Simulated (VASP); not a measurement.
# SnSe: input slips in a phonon run and what they do, part 2 of 3

Aim: see how common mistakes in a phonon run show up, on SnSe. The starting structure is a cell with measured lattice constants from the literature and the atomic positions of a computed structure of the Materials Project.

VASP 6.6.1.

**2. Reference modes (continued)**

Level of this step: LDA; plane waves and PAW (Sn_d, Se) (VASP).

OUTCAR, selected parts (step 2):

```text
ion  position               nearest neighbor table
   1  0.118  0.750  0.092-   6 2.74   8 2.79   8 2.79   8 3.22   8 3.22   3 3.47   3 3.47
   2  0.382  0.250  0.592-   8 2.74   6 2.79   6 2.79   6 3.22   6 3.22   4 3.47   4 3.47
   3  0.882  0.250  0.908-   7 2.74   5 2.79   5 2.79   5 3.22   5 3.22   1 3.47   1 3.47
   4  0.618  0.750  0.408-   5 2.74   7 2.79   7 2.79   7 3.22   7 3.22   2 3.47   2 3.47
   5  0.857  0.750  0.478-   4 2.74   3 2.79   3 2.79   3 3.22   3 3.22
   6  0.357  0.750  0.022-   1 2.74   2 2.79   2 2.79   2 3.22   2 3.22
   7  0.643  0.250  0.978-   3 2.74   4 2.79   4 2.79   4 3.22   4 3.22
   8  0.143  0.250  0.522-   2 2.74   1 2.79   1 2.79   1 3.22   1 3.22

  LATTYP: Found a simple orthorhombic cell.
 ALAT       =     4.1217227180
 B/A-ratio  =     1.0462727052
 C/A-ratio  =     2.7576107101

 Subroutine GETGRP returns: Found  8 space group operations
 (whereof  2 operations were pure point group operations)

The static configuration has the point symmetry S_2 .
 The point group associated with its full space group is D_2h.

 Found     32 irreducible k-points:

   k-points           NKPTS =     32   k-points in BZ     NKDIM =     32   number of bands    NBANDS=     49

   dimension x,y,z NGX =    80 NGY =   30 NGZ =   30
   dimension x,y,z NGXF=   160 NGYF=   60 NGZF=   60

   ENCUT  =  450.0 eV  33.07 Ry    5.75 a.u.  19.66  7.13  7.46*2*pi/ulx,y,z

   NELECT =      80.0000    total number of electrons

 k-points in reciprocal lattice and weights: Automatic mesh
   0.00000000  0.00000000  0.00000000       0.014
   0.50000000  0.00000000  0.00000000       0.014
   0.00000000  0.16666667  0.00000000       0.028
   0.50000000  0.16666667  0.00000000       0.028
   0.00000000  0.33333333  0.00000000       0.028
   0.50000000  0.33333333  0.00000000       0.028
   0.00000000  0.50000000  0.00000000       0.014
   0.50000000  0.50000000  0.00000000       0.014
   0.00000000  0.00000000  0.16666667       0.028
[...]
0.00000000  0.50000000  0.50000000       0.014
   0.50000000  0.50000000  0.50000000       0.014

 average (electrostatic) potential at core
       1-100.6725       2-100.6710       3-100.6757       4-100.6702       5 -58.3223
       6 -58.3266       7 -58.3248       8 -58.3271

 E-fermi :   6.2055

 k-point     1 :       0.0000    0.0000    0.0000
  band No.  band energies     occupation
    ...
     36       3.9950      2.00000
     37       4.2471      2.00000
     38       4.5777      2.00000
     39       5.2083      2.00000
     40       5.3529      2.00000
     41       6.3628      0.00000
     42       8.9263      0.00000
     43       8.9955      0.00000
     44       9.0290      0.00000
     45       9.3061      0.00000
    ...

 k-point     2 :       0.5000    0.0000    0.0000
  band No.  band energies     occupation
    ...
     36       3.6699      2.00000
     37       3.9268      2.00000
     38       3.9379      2.00000
     39       5.3477      2.00000
     40       5.3523      2.00000
     41       8.4798      0.00000
     42       8.4868      0.00000
     43       8.6315      0.00000
     44       8.6542      0.00000
     45       9.7744      0.00000
    ...

 k-point     3 :       0.0000    0.1667    0.0000
  band No.  band energies     occupation
    ...
     36       4.0994      2.00000
     37       4.3319      2.00000
     38       5.1197      2.00000
     39       5.1962      2.00000
     40       5.2381      2.00000
     41       6.5929      0.00000
     42       7.8257      0.00000
     43       8.8209      0.00000
     44       9.0710      0.00000
     45       9.0894      0.00000
    ...

  Total        0.0145884     -0.0384762     -0.0685266      0.0000000      0.0000000      0.0074484
  in kB        0.1156921     -0.3051328     -0.5434453      0.0000000      0.0000000      0.0590691
  external PRESSURE =      -0.2442953 kB  Pullay stress =       0.0000000 kB

  energy-cutoff  :      450.00
  volume of cell :      202.03
      direct lattice vectors                 reciprocal lattice vectors
    11.366106711  0.000000000  0.000000000     0.087980874  0.000000000  0.000000000
     0.000000000  4.121722718  0.000000000     0.000000000  0.242617000  0.000000000
     0.000000000  0.000000000  4.312445978     0.000000000  0.000000000  0.231886963

 POSITION                                       TOTAL-FORCE (eV/Angst)
 -----------------------------------------------------------------------------------
      1.33804      3.09129      0.39790         0.005580      0.000000     -0.001790
      4.34502      1.03043      2.55412        -0.000058      0.000000     -0.001154
     10.02807      1.03043      3.91454        -0.008823      0.000000     -0.033554
      7.02109      3.09129      1.75832         0.003996      0.000000      0.002813
      9.74314      3.09129      2.04497         0.003225      0.000000      0.054648
      4.06009      3.09129      0.09625        -0.000061      0.000000     -0.001279
      7.30602      1.03043      4.21619        -0.002180      0.000000     -0.015724
      1.62296      1.03043      2.25247        -0.001679      0.000000     -0.003959
 -----------------------------------------------------------------------------------
    total drift:                               -0.000006      0.000000      0.000060

  FREE ENERGIE OF THE ION-ELECTRON SYSTEM (eV)
  ---------------------------------------------------
  free  energy   TOTEN  =       -37.9759358506 eV

  energy  without entropy=      -37.9759358506  energy(sigma->0) =      -37.97593585

 Eigenvectors and eigenvalues of the dynamical matrix
 ----------------------------------------------------

   1 f  =    5.443699 THz    34.203770 2PiTHz  181.582253 cm-1    22.513320 meV
             X         Y         Z           dx          dy          dz
      1.338037  3.091292  0.397901    -0.300026    0.000000   -0.047347
      4.345017  1.030431  2.554124    -0.300026   -0.000000    0.047347
     10.028070  1.030431  3.914545     0.300026   -0.000000    0.047347
      7.021090  3.091292  1.758322     0.300026   -0.000000   -0.047347
      9.743144  3.091292  2.059972    -0.389993    0.000000   -0.075155
      4.060091  3.091292  0.096251     0.389993    0.000000   -0.075155
      7.306016  1.030431  4.216195    -0.389993   -0.000000    0.075155
      1.622963  1.030431  2.252474     0.389993   -0.000000    0.075155

   2 f  =    4.565585 THz    28.686414 2PiTHz  152.291508 cm-1    18.881732 meV
             X         Y         Z           dx          dy          dz
      1.338037  3.091292  0.397901     0.295859   -0.000000    0.057798
      4.345017  1.030431  2.554124    -0.295859    0.000000    0.057798
[...]
9.743144  3.091292  2.059972    -0.398358   -0.000000    0.020912
      4.060091  3.091292  0.096251    -0.398358   -0.000000   -0.020912
      7.306016  1.030431  4.216195     0.398358    0.000000    0.020912
      1.622963  1.030431  2.252474     0.398358    0.000000   -0.020912

   3 f  =    4.491826 THz    28.222976 2PiTHz  149.831190 cm-1    18.576692 meV
             X         Y         Z           dx          dy          dz
      1.338037  3.091292  0.397901    -0.303487    0.000000   -0.007348
      4.345017  1.030431  2.554124     0.303487   -0.000000   -0.007348
     10.028070  1.030431  3.914545    -0.303487   -0.000000   -0.007348
      7.021090  3.091292  1.758322     0.303487    0.000000   -0.007348
      9.743144  3.091292  2.059972    -0.397191    0.000000    0.008984
      4.060091  3.091292  0.096251     0.397191    0.000000    0.008984
      7.306016  1.030431  4.216195     0.397191   -0.000000    0.008984
      1.622963  1.030431  2.252474    -0.397191   -0.000000    0.008984

   4 f  =    4.279040 THz    26.886004 2PiTHz  142.733426 cm-1    17.696681 meV
             X         Y         Z           dx          dy          dz
      1.338037  3.091292  0.397901     0.022516    0.000000   -0.227612
      4.345017  1.030431  2.554124     0.022516   -0.000000    0.227612
     10.028070  1.030431  3.914545    -0.022516   -0.000000    0.227612
      7.021090  3.091292  1.758322    -0.022516    0.000000   -0.227612
      9.743144  3.091292  2.059972     0.094055    0.000000   -0.434557
      4.060091  3.091292  0.096251    -0.094055    0.000000   -0.434557
      7.306016  1.030431  4.216195     0.094055   -0.000000    0.434557
      1.622963  1.030431  2.252474    -0.094055   -0.000000    0.434557

   5 f  =    4.206464 THz    26.429994 2PiTHz  140.312540 cm-1    17.396530 meV
             X         Y         Z           dx          dy          dz
      1.338037  3.091292  0.397901    -0.009951   -0.000000   -0.240360
      4.345017  1.030431  2.554124    -0.009951    0.000000    0.240360
     10.028070  1.030431  3.914545    -0.009951    0.000000   -0.240360
      7.021090  3.091292  1.758322    -0.009951   -0.000000    0.240360
      9.743144  3.091292  2.059972     0.012106   -0.000000    0.438157
      4.060091  3.091292  0.096251     0.012106   -0.000000   -0.438157
      7.306016  1.030431  4.216195     0.012106    0.000000   -0.438157
      1.622963  1.030431  2.252474     0.012106    0.000000    0.438157

   6 f  =    3.999468 THz    25.129397 2PiTHz  133.407882 cm-1    16.540462 meV
             X         Y         Z           dx          dy          dz
      1.338037  3.091292  0.397901    -0.000000   -0.214193    0.000000
      4.345017  1.030431  2.554124     0.000000    0.214193   -0.000000
     10.028070  1.030431  3.914545    -0.000000    0.214193    0.000000
      7.021090  3.091292  1.758322     0.000000   -0.214193   -0.000000
      9.743144  3.091292  2.059972     0.000000   -0.451798   -0.000000
      4.060091  3.091292  0.096251     0.000000   -0.451798    0.000000
      7.306016  1.030431  4.216195     0.000000    0.451798    0.000000
      1.622963  1.030431  2.252474    -0.000000    0.451798   -0.000000

   7 f  =    3.819110 THz    23.996176 2PiTHz  127.391798 cm-1    15.794563 meV
             X         Y         Z           dx          dy          dz
      1.338037  3.091292  0.397901     0.316451    0.000000    0.009066
      4.345017  1.030431  2.554124     0.316451    0.000000   -0.009066
     10.028070  1.030431  3.914545     0.316451    0.000000    0.009066
      7.021090  3.091292  1.758322     0.316451   -0.000000   -0.009066
      9.743144  3.091292  2.059972    -0.386336   -0.000000    0.022834
      4.060091  3.091292  0.096251    -0.386336    0.000000   -0.022834
      7.306016  1.030431  4.216195    -0.386336    0.000000   -0.022834
      1.622963  1.030431  2.252474    -0.386336   -0.000000    0.022834

   8 f  =    3.776094 THz    23.725896 2PiTHz  125.956924 cm-1    15.616661 meV
             X         Y         Z           dx          dy          dz
      1.338037  3.091292  0.397901    -0.104887   -0.000000   -0.255275
      4.345017  1.030431  2.554124     0.104887    0.000000   -0.255275
     10.028070  1.030431  3.914545     0.104887   -0.000000    0.255275
      7.021090  3.091292  1.758322    -0.104887    0.000000    0.255275
      9.743144  3.091292  2.059972    -0.135635    0.000000   -0.394254
      4.060091  3.091292  0.096251    -0.135635   -0.000000    0.394254
      7.306016  1.030431  4.216195     0.135635   -0.000000   -0.394254
      1.622963  1.030431  2.252474     0.135635    0.000000    0.394254

   9 f  =    3.705737 THz    23.283835 2PiTHz  123.610094 cm-1    15.325692 meV
             X         Y         Z           dx          dy          dz
      1.338037  3.091292  0.397901     0.000000   -0.201024    0.000000
      4.345017  1.030431  2.554124     0.000000    0.201024    0.000000
     10.028070  1.030431  3.914545     0.000000   -0.201024   -0.000000
      7.021090  3.091292  1.758322     0.000000    0.201024   -0.000000
      9.743144  3.091292  2.059972     0.000000    0.457809    0.000000
      4.060091  3.091292  0.096251     0.000000   -0.457809   -0.000000
      7.306016  1.030431  4.216195    -0.000000   -0.457809    0.000000
      1.622963  1.030431  2.252474    -0.000000    0.457809   -0.000000

  10 f  =    3.531944 THz    22.191861 2PiTHz  117.812984 cm-1    14.606942 meV
             X         Y         Z           dx          dy          dz
      1.338037  3.091292  0.397901     0.093946   -0.000000    0.305418
      4.345017  1.030431  2.554124    -0.093946    0.000000    0.305418
     10.028070  1.030431  3.914545     0.093946   -0.000000    0.305418
      7.021090  3.091292  1.758322    -0.093946    0.000000    0.305418
      9.743144  3.091292  2.059972    -0.085912    0.000000   -0.374850
      4.060091  3.091292  0.096251     0.085912   -0.000000   -0.374850
      7.306016  1.030431  4.216195     0.085912   -0.000000   -0.374850
      1.622963  1.030431  2.252474    -0.085912    0.000000   -0.374850

  11 f  =    3.205248 THz    20.139168 2PiTHz  106.915572 cm-1    13.255835 meV
             X         Y         Z           dx          dy          dz
      1.338037  3.091292  0.397901    -0.000000    0.309184   -0.000000
      4.345017  1.030431  2.554124    -0.000000    0.309184   -0.000000
     10.028070  1.030431  3.914545    -0.000000   -0.309184   -0.000000
      7.021090  3.091292  1.758322    -0.000000   -0.309184   -0.000000
    [... 144 further lines ...]
      4.060091  3.091292  0.096251    -0.316830   -0.000000   -0.000053
      7.306016  1.030431  4.216195    -0.316830   -0.000000   -0.000053
      1.622963  1.030431  2.252474    -0.316830   -0.000000    0.000053

 ELASTIC MODULI CONTR FROM IONIC RELAXATION (kBar)
 Direction    XX          YY          ZZ          XY          YZ          ZX
 --------------------------------------------------------------------------------
 XX        -566.4689    -39.6016    -37.4078      0.0000     -0.0000     -0.0000
 YY         -39.6016   -148.2627   -216.8082      0.0000     -0.0000      0.0000
 ZZ         -37.4078   -216.8082   -428.9907     -0.0000     -0.0000      0.0000
 XY           0.0000      0.0000     -0.0000    -46.8740     -0.0000      0.0000
 YZ          -0.0000     -0.0000     -0.0000      0.0000   -196.9190     -0.0000
 ZX          -0.0000      0.0000      0.0000      0.0000     -0.0000    -42.8540
 --------------------------------------------------------------------------------

 total charge
# of ion       s       p       d       tot
------------------------------------------
    1        1.353   0.785  10.001  12.139
    2        1.353   0.785  10.001  12.139
    3        1.353   0.785  10.001  12.139
    4        1.353   0.785  10.001  12.139
    5        1.479   2.326   0.028   3.833
    6        1.479   2.326   0.028   3.833
    7        1.479   2.326   0.028   3.833
    8        1.479   2.326   0.028   3.833
--------------------------------------------------
tot         11.326  12.444  40.119  63.888

[... 3 further parts left out ...]
```

The last energy, forces, stress and levels in OUTCAR belong to the last displaced cell, not to the cell of POSCAR.

Reference: the zone-centre modes are at the top B2g (2) 181.6, Ag (3) 152.3, B1u (3) 149.8, B2g (1) 142.7 cm⁻¹, at the bottom B3u (1) 51.5, Au (1) 45.0, B3g (1) 34.1, Ag (1) 31.3 cm⁻¹, with 10 more of the listed ones between (levels within 1 cm⁻¹ of another are left out).

**3. Modes with a k mesh far too coarse**

A slip made on purpose: a k mesh far too coarse. Against step 2 the input has a 1×1×1 mesh (also changed: NELM and KPAR).

File INCAR:

```
SYSTEM = SnSe
PREC = Accurate
ENCUT = 450
EDIFF = 1E-08
NELM = 60
ISMEAR = 0
SIGMA = 0.03
LREAL = .FALSE.
ALGO = Normal
GGA = CA
NBANDS = 49
LORBIT = 11
LWAVE = .FALSE.
LCHARG = .FALSE.
IBRION = 6
NFREE = 2
POTIM = 0.015
NSW = 1
ISIF = 2
```

File POSCAR:

```
SnSe
1.0
   11.3661067111      0.0000000000      0.0000000000
    0.0000000000      4.1217227180      0.0000000000
    0.0000000000      0.0000000000      4.3124459782
Sn Se
4 4
Direct
    0.1177216440      0.7500000000      0.0922680664
    0.3822783560      0.2500000000      0.5922680664
    0.8822783560      0.2500000000      0.9077319336
    0.6177216440      0.7500000000      0.4077319336
    0.8572103145      0.7500000000      0.4776805689
    0.3572103145      0.7500000000      0.0223194311
    0.6427896855      0.2500000000      0.9776805689
    0.1427896855      0.2500000000      0.5223194311
```

File KPOINTS:

```
Automatic mesh
0
Gamma
1 1 1
0 0 0
```

PAW data sets: Sn_d and Se (LDA family, release 64).

On the command line:

```bash
mpirun -np 8 vasp_std
```

The log of the run:

```text
[banner, memory and clock lines left out]
running    8 mpi-ranks, on    1 nodes
[...]
[... a notice as in an earlier step ...]

 LDA part: xc-table for (Slater(with rela. corr.)+CA(PZ))
 , standard interpolation
|                                                                             |
|           W    W    AA    RRRRR   N    N  II  N    N   GGGG   !!!           |
|           W    W   A  A   R    R  NN   N  II  NN   N  G    G  !!!           |
|           W    W  A    A  R    R  N N  N  II  N N  N  G       !!!           |
|           W WW W  AAAAAA  RRRRR   N  N N  II  N  N N  G  GGG   !            |
|           WW  WW  A    A  R   R   N   NN  II  N   NN  G    G                |
|           W    W  A    A  R    R  N    N  II  N    N   GGGG   !!!           |
|                                                                             |
|     The number of bands has been changed from the values supplied in        |
|     The orbitals not found in the WAVECAR file will be initialized with     |
[...]
DAV:   4    -0.344312318202E+02   -0.95234E+01   -0.93974E+01   136   0.500E+01
[...]
DAV:  14    -0.327745861323E+02   -0.81945E-07   -0.79093E-07   136   0.351E-03    0.204E-03
DAV:  15    -0.327745861042E+02    0.28109E-07   -0.95970E-08   120   0.166E-03    0.707E-04
DAV:  16    -0.327745861047E+02   -0.49840E-09   -0.51796E-08   112   0.698E-04
   1 F= -.32774586E+02 E0= -.32774586E+02  d E =-.441066E-12
[... from here on, the cycles between the ionic steps are left out ...]
   2 F= -.32786962E+02 E0= -.32786962E+02  d E =-.727917E-12
   3 F= -.32760838E+02 E0= -.32760838E+02  d E =-.937110E-12
   4 F= -.32773890E+02 E0= -.32773890E+02  d E =-.565992E-12
   5 F= -.32773890E+02 E0= -.32773890E+02  d E =-.563221E-12
   6 F= -.32764656E+02 E0= -.32764656E+02  d E =-.589589E-13
   7 F= -.32783600E+02 E0= -.32783600E+02  d E =-.345641E-11
   8 F= -.32817622E+02 E0= -.32817622E+02  d E =-.531406E-13
   9 F= -.32731162E+02 E0= -.32731162E+02  d E =-.282888E-26
  10 F= -.32773981E+02 E0= -.32773981E+02  d E =-.468358E-12
  11 F= -.32773981E+02 E0= -.32773981E+02  d E =-.468545E-12
  12 F= -.32755767E+02 E0= -.32755767E+02  d E =-.346093E-12
  13 F= -.32792309E+02 E0= -.32792309E+02  d E =-.632173E-12
 Finite differences progress:
  Degree of freedom:   6/  6
  Displacement:        2/  2
  Total:              12/ 12
```

Run time: 16 s. Hardware: 8 MPI ranks of Intel Xeon 6975P-C (Granite Rapids), shared host; peak memory 1.1 GiB.

OUTCAR, selected parts (step 3):

```text
  Total       12.5577102     14.1671720     11.0260270      0.0000000      0.0000000     -0.0747330
  in kB       99.5879679    112.3516821     87.4410704      0.0000000      0.0000000     -0.5926642
  external PRESSURE =      99.7935735 kB  Pullay stress =       0.0000000 kB

 POSITION                                       TOTAL-FORCE (eV/Angst)
 -----------------------------------------------------------------------------------
      1.33804      3.09129      0.39790         0.879063      0.000000     -0.630104
      4.34502      1.03043      2.55412        -0.867028      0.000000     -0.626819
     10.02807      1.03043      3.91454        -0.889089      0.000000      0.565040
      7.02109      3.09129      1.75832         0.869223      0.000000      0.627314
      9.74314      3.09129      2.04497         2.899285      0.000000     -1.145218
      4.06009      3.09129      0.09625         2.883764      0.000000      1.214434
      7.30602      1.03043      4.21619        -2.887105      0.000000     -1.216156
      1.62296      1.03043      2.25247        -2.888113      0.000000      1.211509
 -----------------------------------------------------------------------------------
    total drift:                               -0.000008      0.000000      0.000117

  FREE ENERGIE OF THE ION-ELECTRON SYSTEM (eV)
  ---------------------------------------------------
  free  energy   TOTEN  =       -32.7923089016 eV

  energy  without entropy=      -32.7923089016  energy(sigma->0) =      -32.79230890

[... 1 part as in an earlier step ...]

[... 2 further parts left out ...]
[key lines of the parts left out:]
E-fermi :   5.8370
```

The last energy, forces and stress in OUTCAR belong to the last displaced cell, not to that of POSCAR.

With a k mesh far too coarse the compared modes are at the top B2g (2) 230.9, B3g (2) 187.4 cm⁻¹, at the bottom B1u (1) -127.5, Ag (1) -128.0 cm⁻¹, with 14 more of the listed ones between; B1u (1), real with the reference, turns imaginary. Imaginary, given as negative numbers: B1u (1), Au (1) and Ag (1), and further levels that aren't compared.

(Continued in part 3 of 3.)

[Lines on the potential files, build, host, timing and source positions are cut from VASP's logs without a mark.]

[Logs are printed without paths, hosts, clocks, repeated set-up lines and the standing remarks that a program may print on its own settings, such as how far it seeks lower states.]

[Hosts, paths, dates, database ids (printed as entryN), source tags and the programs' standing remarks are cut or masked in the printed files.]
